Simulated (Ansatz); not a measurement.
Reaction (substitution at a C–C bond): `FC(F)C(F)C(F)(F)F` + `OCF` → `FCOC(F)C(F)F` + `FC(F)F`

Gas-phase electronic energies from Ansatz, PBE0-D4/def2-TZVP geometries. CBS: MP2 limit from def2 TZ/QZ plus the TZ coupled-cluster correction, frozen cores. This one scheme is used for every species. Functionals use def2-TZVPP. Each species was taken in one conformer, which may not be the lowest.

```json
{"species": "`FC(F)C(F)C(F)(F)F`", "B2PLYP energy (Eh)": "-714.48125"}
{"species": "`OCF`", "B2PLYP energy (Eh)": "-214.92862"}
{"species": "`FCOC(F)C(F)F`", "B2PLYP energy (Eh)": "-591.20804"}
{"species": "`FC(F)F`", "B2PLYP energy (Eh)": "-338.20419"}
```

Task: Work out ΔE.

Result: ΔE = (-591.20804) + (-338.20419) − (-714.48125) − (-214.92862) = -0.00236 Eh = -6.2 kJ/mol. CCSD(T)/CBS gives -0.5 kJ/mol.

Largest T1 diagnostic among the species: 0.012.

In def2-TZVPP, CCSD(T) changes the Hartree–Fock value by +10.6 kJ/mol (the triples alone add +0.4 kJ/mol) and MP2 by +11.3 kJ/mol.
